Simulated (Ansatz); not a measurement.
Relaxed BaSnO$_{3}$ (cubic perovskite):

```
BaSnO3
1.0
    4.17608     0.00000     0.00000
    0.00000     4.17608     0.00000
    0.00000     0.00000     4.17608
Ba Sn O
1 1 3
Cartesian
  0.00000   0.00000   0.00000
  2.08804   2.08804   2.08804
  0.00000   2.08804   2.08804
  2.08804   2.08804   0.00000
  2.08804   0.00000   2.08804
```

In each cell atom 2 (Sn, nearest neighbour O at 2.088 Å; its periodic images, 4.2 Å or more away, move with it) moves by s·(1.000, 0.000, 0.000) (along Cartesian x), the rest being held.

Computed with PBE (plane waves to 420 eV, PAW, scalar-relativistic; Ansatz, an electronic-structure program). k mesh 7×7×7 (Γ-centred), Fermi-Dirac smearing 0.05 eV. The energy includes the smearing's −TS. Left out: 2 of 11 points, with atoms too close for the PAW data. BaSnO3 was relaxed with its symmetry unable to fall. ΔE is measured from the undisplaced structure.

What ΔE (meV/cell) does the calculation give at s (Å) = -0.504, -0.378, -0.252, -0.126, 0.126, 0.252, 0.378, 0.504?


```csv
s (Å),ΔE (meV/cell)
-0.504,3763
-0.378,1625
-0.252,579
-0.126,124
0.126,124
0.252,579
0.378,1625
0.504,3763
```

(For displaced atoms, the force is minus the slope of the energy, and its curvature is a force constant, which sets phonon frequencies.)
